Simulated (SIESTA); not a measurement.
Crystal: Rb.

```
CELL_PARAMETERS angstrom
-2.80250 2.80250 2.80250
2.80250 -2.80250 2.80250
2.80250 2.80250 -2.80250
ATOMIC_POSITIONS crystal
Rb 0.00000 0.00000 0.00000
```

```yaml
Program: SIESTA 5.4.2
Task: single point
Functional: PBE
Potentials_or_basis: PseudoDojo 0.4 standard (PBE files)
Basis: DZP (energy shift 0.003 Ry; two zetas on semicore shells; d shell added on Rb)
Grid_cutoff: 500 Ry
Energy_shift: 0.003 Ry
k_mesh: 7 × 7 × 7
Occupations: fermi-dirac, width 0.05 eV
Spin: no spin polarisation
```

On this cell: pressure 0.0 GPa; band gap on the k mesh none (metal or under the smearing width).

The same run follows on a disturbed copy (cell strained at random at fixed volume):

```
CELL_PARAMETERS angstrom
-2.92087 2.82641 2.71242
2.91628 -2.85910 2.74053
2.84329 2.78152 -2.74511
ATOMIC_POSITIONS crystal
Rb 0.00230 0.99471 0.99463
```

Question: What changes?

Answer: The energy (extrapolated to zero smearing) moves by +0.5 meV/atom; pressure 0.0 GPa; band gap on the k mesh none (metal or under the smearing width).

Stress tensor (GPa, compression positive):
```
 0.00  0.08  0.01
 0.08  0.01  0.03
 0.01  0.03 -0.01
```

Caveats: the basis of atomic orbitals isn't converged, which shifts pressures, moduli and gaps.
